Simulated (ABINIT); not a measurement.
Input of an ABINIT 10.8.3 (patched build) run:

File run.abi:

```
ndtset 2

pp_dirpath "./"
pseudos "N.GGA_PBE-JTH.xml, B.GGA_PBE-JTH.xml"

acell 3*1.0
rprim
     0.0000000000     3.4260753537     3.4260753537
     3.4260753537     0.0000000000     3.4260753537
     3.4260753537     3.4260753537     0.0000000000
ntypat 2
znucl 7 5
natom 2
typat 1 2
xcart
     0.9065005000     0.9065005000     0.9065005000
     0.0000000000     0.0000000000     0.0000000000 Angstrom

ecut 843.552974 eV
pawecutdg 53.0

ixc -208012
usekden 1
pawxcdev 0

occopt 3
tsmear 0.05 eV

nstep 100
diemix 0.3
optforces 0
optstress 0

iomode 3
prtwf 0
prteig 0
prtebands 0
enunit 1
prtden1 1
prtkden1 1

kptopt1 1
ngkpt1 13 13 13
nshiftk1 1
shiftk1 0.0 0.0 0.0
nband1 8
tolvrs1 1.0e-7

iscf2 -2
getden2 1
getkden2 1
nband2 14
nbdbuf2 4
tolwfr2 1.0e-11
kptopt2 -9
ndivsm2 8
prteig2 1
kptbounds2
     0.0000000000     0.0000000000     0.0000000000
     0.5000000000     0.0000000000     0.5000000000
     0.5000000000     0.2500000000     0.7500000000
     0.3750000000     0.3750000000     0.7500000000
     0.0000000000     0.0000000000     0.0000000000
     0.5000000000     0.5000000000     0.5000000000
     0.6250000000     0.2500000000     0.6250000000
     0.5000000000     0.2500000000     0.7500000000
     0.5000000000     0.5000000000     0.5000000000
     0.3750000000     0.3750000000     0.7500000000
```

Potentials or basis: JTH PAW PBE v2.0.

Command:

```console
$ abinit run.abi > log 2>&1
```

(1) Predict the band gap on the k mesh.

(2) What does it give for the band gap along the path?

Results:

(1) 5.96 eV, indirect (least direct gap 10.36 eV).

(2) 5.89 eV, indirect (least direct gap 10.36 eV).

Caveat: the constant c of TB-mBJ comes from the pseudo density here, which moves gaps by up to 0.3 eV between sets of potentials.

**Experimental background.**

From a printed reference work, monograph, for a bulk crystal of BN at 300 K: band gap 6.4 eV (indirect).

Against the measured gap of BN, 6.4 eV (indirect; 300 K; a printed reference work, monograph), the calculated 5.89 eV is off by -0.51 eV. The value is that of TB-mBJ, without temperature or zero-point motion. The cell is a database's relaxed one, not the measured one, which moves gaps too.
